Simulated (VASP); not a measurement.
# From an Ansatz input to VASP: SnTe (strained measured structure)

Ansatz input

```yaml
crystal:
  lattice:
    - [0.0, 3.3076796276, 3.3076796276]
    - [3.3076796276, 0.0, 3.3076796276]
    - [3.3076796276, 3.3076796276, 0.0]
  atoms:
    - { symbol: Sn, position: [0.0, 0.0, 0.0] }
    - { symbol: Te, position: [0.5, 0.5, 0.5] }
kpoints:
  mp_grid: { grid: [8, 8, 8] }
  band_path:
    path:
      - [0.0, 0.0, 0.0]
      - [0.5, 0.0, 0.5]
      - [0.625, 0.25, 0.625]
      - [0.375, 0.375, 0.75]
      - [0.5, 0.5, 0.5]
      - [0.5, 0.25, 0.75]
      - [0.0, 0.0, 0.5]
    npoints: 1
hamiltonian:
  xc: pbe
scf:
  occupations: { method: fermi_dirac, width: 0.02 }
  n_extra_bands: 4
output:
  forces: true
  stress: true
  eigenvalues: true
```

Task: Write VASP inputs for this cell and level of theory.

Result: 

INCAR

```
ENCUT = 520
LWAVE = .FALSE.
GGA = PE
SIGMA = 0.02
NELM = 120
PREC = Accurate
ISMEAR = -1
ISIF = 2
LASPH = .TRUE.
NBANDS = 17
NSW = 0
EDIFF = 1E-7
LCHARG = .FALSE.
IBRION = -1
LREAL = .FALSE.
```

KPOINTS

```
KPOINTS created by Atomic Simulation Environment
0
Gamma
8 8 8
0 0 0
```

KPOINTS_OPT

```
special points
7
Reciprocal
0.0000000000 0.0000000000 0.0000000000 1
0.5000000000 0.0000000000 0.5000000000 1
0.6250000000 0.2500000000 0.6250000000 1
0.3750000000 0.3750000000 0.7500000000 1
0.5000000000 0.5000000000 0.5000000000 1
0.5000000000 0.2500000000 0.7500000000 1
0.0000000000 0.0000000000 0.5000000000 1
```

POSCAR

```
Sn Te
 1.0000000000000000
     0.0000000000000000    3.3076796275999998    3.3076796275999998
     3.3076796275999998    0.0000000000000000    3.3076796275999998
     3.3076796275999998    3.3076796275999998    0.0000000000000000
 Sn  Te
   1   1
Cartesian
  0.0000000000000000  0.0000000000000000  0.0000000000000000
  3.3076796275999998  3.3076796275999998  3.3076796275999998
```

VASP ran with the recommended PBE PAW datasets (20 valence electrons in the cell). Other inputs would serve too.

|  | Ansatz | VASP |
| --- | --- | --- |
| gap between bands v and c | 0.29 eV | 0.29 eV |
| least direct gap | 0.29 eV | 0.29 eV |
| pressure | -3.1 GPa | -3.1 GPa |

Datasets and cutoffs are each program's own. VASP's cell holds 20 valence electrons and Ansatz's 30. Ansatz's stress includes a Pulay correction; VASP's doesn't.
